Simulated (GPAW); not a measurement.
In in GPAW: convergence with k mesh

Input of the first run (k mesh 2 × 2 × 1); the others differ in this setting and in those tied to it:

File run.py:

```python
from ase.dft.bandgap import bandgap
from ase.io import read, write
from ase.units import GPa
from gpaw import GPAW, PW, setup_paths

setup_paths.insert(0, '.')

atoms = read('In.xyz')

calc = GPAW(mode=PW(600),
            xc='PBEsol',
            kpts={'size': (2, 2, 1), 'gamma': True},
            occupations={'name': 'fermi-dirac', 'width': 0.05},
            nbands=23,
            convergence={'density': 1e-05, 'energy': 1e-05},
            maxiter=100,
            txt='gpaw.txt')
atoms.calc = calc
energy = atoms.get_potential_energy()
forces = atoms.get_forces()
stress = atoms.get_stress()
calc.write('gs.gpw')
write('result.traj', atoms)
print(f'Energy: {energy:.6f} eV')
print('Forces (eV/A):')
print(forces.round(4))
print('Stress (GPa):', (stress / GPa).round(3))
print('Fermi level:', round(calc.get_fermi_level(), 4), 'eV')
print(f'Gap: {bandgap(calc)[0]:.4f} eV, direct: {bandgap(calc, direct=True)[0]:.4f} eV')
```

File In.xyz:

```xyz
2
Lattice="3.3354847820 0.0000000000 0.0000000000 -1.6677423910 2.8886145552 0.0000000000 0.0000000000 0.0000000000 5.5091429200" Properties=species:S:1:pos:R:3 pbc="T T T"
In     1.6677423912      0.9628715183      4.1318571900
In    -0.0000000002      1.9257430369      1.3772857300
```

Potentials or basis: PAW data sets generated in the run's folder for this functional, pw.

Run with:

```sh
$ gpaw-setup -f PBEsol In
$ OMP_NUM_THREADS=1 python run.py
```

This isn't the form of In at room conditions, which is tetragonal.

Hardware: 1 thread of Arm Neoverse V1, on a shared host.

```csv
k mesh,"energy less the tightest run, at zero smearing (meV/atom)",pressure (GPa),SCF cycles,CPU time (s),peak memory (GiB)
2 × 2 × 1,598.57,10.50,9,5.5,0.14
3 × 3 × 2,206.20,-2.17,9,8.3,0.14
4 × 4 × 2,181.06,-0.30,10,9.1,0.14
5 × 5 × 3,-14.89,-1.95,9,10,0.15
6 × 6 × 3,15.44,-1.42,9,13,0.15
7 × 7 × 4,2.91,-2.06,9,17,0.16
8 × 8 × 5,14.53,-1.67,9,24,0.17
10 × 10 × 6,-11.09,-1.63,9,42,0.2
12 × 12 × 7,0.00,-1.67,9,58,0.24
```

Against the tightest run, the pressure stays within 0.1 GPa from 8 × 8 × 5 on. Not settled before the last step: the energy (to 1 meV/atom). Meshes of other sizes hit other points, so gaps and Fermi surfaces needn't settle smoothly. The tightest run that finished is the yardstick and may itself not be fully converged.
